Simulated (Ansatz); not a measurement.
KBr (started from an entry of an open crystallographic database), relaxed with r2SCAN in the plane-wave code Ansatz. Space group Fm-3m (No. 225), cubic; a = 6.605 Å in the conventional setting, 36.02 Å³ an atom. Around K lie 6 Br at 3.30 Å; around Br lie 6 K at 3.30 Å.

The axes x, y and z are those of this cell:
```xyz
2
Lattice="0.0000 3.3024 3.3024 3.3024 0.0000 3.3024 3.3024 3.3024 0.0000" Properties=species:S:1:pos:R:3 pbc="T T T"
K     0.0000    0.0000    0.0000
Br    3.3024    3.3024    3.3024
```

Unstrained: PBE gives a direct gap of 4.430 eV at Γ. With r2SCAN the gap is 5.071 eV and direct, at Γ. The HSE06 gap is direct at Γ: 5.596 eV. Meshes: PBE 6×6×6, r2SCAN 6×6×6, HSE06 4×4×4. Strains are changes of length per length. After each strain the atoms were relaxed again with r2SCAN within the symmetry that the strain leaves, so tilts or polar shifts that break it weren't tested; points keep the names that they have in the unstrained zone. Spin-unpolarised throughout; all numbers are computed.

(1) One strain changed the r2SCAN stress by xx -1.42, yy -1.42, zz -0.39 GPa (compression positive) and the gap by -0.234 eV (PBE), -0.250 eV (r2SCAN), -0.252 eV (HSE06). Which kind of strain was it, and roughly how large?

(2) Estimate what isotropic -4.56 % on every length does to the gap.

(3) Estimate what uniaxial +5.68 % along x, other directions held does to the gap.

(4) Estimate what uniaxial -0.92 % along z, other directions held does to the gap.

Results:

(1) Biaxial +4.59 % in x and y, z held. The pattern of the stress gives the kind; the size needs the stiffness, so it is an estimate.

(2) PBE: the gap goes from 4.430 to 4.840 eV (+0.410 eV). r2SCAN: the gap goes from 5.071 to 5.511 eV (+0.440 eV). HSE06: the gap goes from 5.596 to 6.042 eV (+0.446 eV). The r2SCAN energy rises by 41.5 meV an atom.

(3) PBE: the gap goes from 4.430 to 4.279 eV (-0.151 eV); with r2SCAN the top three valence levels at Γ, degenerate before, become 2+1 from the top over 18 meV. r2SCAN: the gap goes from 5.071 to 4.908 eV (-0.163 eV). HSE06: the gap goes from 5.596 to 5.433 eV (-0.163 eV). The r2SCAN energy rises by 10.5 meV an atom.

(4) PBE: the gap goes from 4.430 to 4.451 eV (+0.021 eV). r2SCAN: the gap goes from 5.071 to 5.093 eV (+0.022 eV). HSE06: the gap goes from 5.596 to 5.620 eV (+0.024 eV). The r2SCAN energy rises by 0.5 meV an atom.

Spin-orbit coupling is left out.

The meshes of the hybrids are coarse, so their gaps aren't converged to the digits shown.

The splittings at Γ are without spin-orbit coupling, which exceeds them in such compounds, regroups them and changes the shifts of the gap.
